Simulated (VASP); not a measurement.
**Al2Au under changes of volume**

One of the cells (18.360 Å³/atom); the others are scaled copies at fixed shape and fractional positions:

```
Au Al
1.0
     0.00000    3.01987    3.01987
     3.01987    0.00000    3.01987
     3.01987    3.01987    0.00000
Au Al
1 2
Direct
  0.00000 0.00000 0.00000
  0.75000 0.75000 0.75000
  0.25000 0.25000 0.25000
```

| Quantity | Value |
| --- | --- |
| Program | VASP 6.6.1 |
| Functional | PBEsol |
| Potentials or basis | VASP PAW PBE potentials, release 64 (Au, Al) |
| Cutoff | 520 eV |
| k mesh | 8 × 8 × 8 |
| Occupations | fermi-dirac, width 0.05 eV |
| Spin | no spin polarisation |

```csv
volume (Å³/atom),energy over the lowest point (meV/atom),pressure (GPa)
16.920,22.74,8.1
17.280,8.11,5.0
17.640,0.00,2.3
18.360,?,?
18.720,7.71,-4.2
19.080,19.00,-5.9
```

**Question.** What does the run at 18.360 Å³/atom give?

**Answer.** Energy over the lowest point 0.43 meV/atom; pressure -2.3 GPa.

Worked out: A Birch-Murnaghan fit of order 3 (a polynomial in V^(-2/3)) to the other rows has its minimum at 17.98 Å³/atom with B0 = V·E''(V) = 114 GPa and B' = 5.1. It gives 0.42 meV/atom at 18.360 Å³/atom, against the run's 0.43, and -dE/dV = -2.3 GPa, against -2.3.

Energies are extrapolated to zero smearing.

Caveats: the PAW data sets were made with another functional, which shifts forces and pressure a little.
